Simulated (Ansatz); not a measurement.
# AlN (AlN (10-10), 4 layers): how the settings move a single-point run

How sensitive is a single-point run of AlN (AlN (10-10), 4 layers) to its settings? A reference run comes first, then one run with altered input.

Method: reference: DFT, r2SCAN, PAW with Ansatz's default frozen-core files, scalar-relativistic, in Ansatz 0.2.0.

### Step 1. The starting structure

It takes space group Pmc2_1 (No. 26, orthorhombic). The conventional cell has a = 3.107 Å, b = 19.587 Å, c = 4.979 Å, α = 90.00°, β = 90.00°, γ = 90.00°. Al (site symmetry m) has 3 N at 1.76 to 1.81 Å as nearest neighbours. Around N (site symmetry m) lie 3 Al at 1.76 to 1.81 Å. Al (site symmetry m) has 4 N at 1.81 to 2.07 Å as nearest neighbours. N (site symmetry m) is surrounded by 4 Al at 1.81 to 2.07 Å.

Structure file:

```cif
data_structure
_symmetry_space_group_name_H-M 'Pmc2_1'
_symmetry_Int_Tables_number 26
_cell_length_a 3.1067
_cell_length_b 19.5873
_cell_length_c 4.9786
_cell_angle_alpha 90.000
_cell_angle_beta 90.000
_cell_angle_gamma 90.000
_cell_volume 302.96
loop_
_atom_site_label
_atom_site_type_symbol
_atom_site_symmetry_multiplicity
_atom_site_Wyckoff_symbol
_atom_site_fract_x
_atom_site_fract_y
_atom_site_fract_z
_atom_site_occupancy
Al1 Al 2 a 0.00000 0.07570 0.08107 1
N1 N 2 a 0.00000 0.08874 0.43169 1
Al2 Al 2 b 0.50000 0.05402 0.55597 1
N2 N 2 b 0.50000 0.04661 0.93128 1
```

### Step 2. Baseline

Contents of input.yaml:

```yaml
crystal:
  lattice:
    - [3.1067327938, 0.0, 0.0]
    - [0.0, 4.9786050945, 0.0]
    - [0.0, 0.0, 19.5873]
  atoms:
    - { symbol: Al, position: [0.0, 0.0810684405, 0.4242952468] }
    - { symbol: "N", position: [0.0, 0.4316857794, 0.4112582891] }
    - { symbol: Al, position: [0.5, 0.5559664677, 0.4459777222] }
    - { symbol: "N", position: [0.5, 0.9312794311, 0.4533867946] }
    - { symbol: Al, position: [0.5, 0.0559664338, 0.5540222971] }
    - { symbol: "N", position: [0.5, 0.4312793913, 0.5466131791] }
    - { symbol: Al, position: [0.0, 0.5810683619, 0.5757047541] }
    - { symbol: "N", position: [0.0, 0.9316856942, 0.588741717] }
  periodic: [true, true, false]
kpoints:
  mp_grid: { grid: [10, 6, 1] }
scf:
  occupations: { method: fermi_dirac, width: 0.02 }
hamiltonian:
  xc: r2scan
  pseudopotentials: { kind: paw }
output:
  forces: true
  stress: true
  eigenvalues: true
  write_density: true
  write_potential: true
  elf: true
  volumetric_format: npy
```

Command:

```
$ ansatz run input.yaml --threads 3 --pin off --max-ram 8192MiB --backend cpu --events-out ev --progress --plain --runs-dir out
```

### Step 3. Variant: xc pbe

input.yaml, as its differences from that of step 2:

```diff
@@ -20,3 +20,3 @@
 hamiltonian:
-  xc: r2scan
+  xc: pbe
   pseudopotentials: { kind: paw }
@@ -26,5 +26 @@
   eigenvalues: true
-  write_density: true
-  write_potential: true
-  elf: true
-  volumetric_format: npy
```

Q: Predict the outcome of this session. Wanted: for each run, ending; energy change; gap; force.

**Answer**, as computed:

```tsv
run	ending	energy change	gap (eV)	force (eV/Å)	cycles	time
reference	converged	-	3.07	0.00	7	17 s
1: xc pbe	converged	not comparable	2.57	0.33	7	5.5 s
```

Times don't compare one to one where runs were asked for different outputs or read a saved state (see the inputs); cycles may leave out searches for a lower state.

Residual by cycle in the longest SCF loop of each run; runs are numbered as in the table. The quantity is the density residual dr2, in eV.

```tsv
cycle	reference	run 1
1	0.0598	0.0224
2	0.0122	0.00173
3	0.00346	3.9e-4
4	5.0e-4	6.1e-5
5	1.3e-5	2.5e-6
6	1.7e-6	2.7e-6
7	4.8e-8	2.9e-8
```

What this shows: A change of functional puts the total energy on another scale; the gap on the mesh goes from 3.07 to 2.57 eV and the largest force goes from 0.00 to 0.33 eV/Å.

The gaps are Kohn-Sham values of a semilocal functional, not quasiparticle or optical gaps. Such gaps usually fall short of the measured ones.
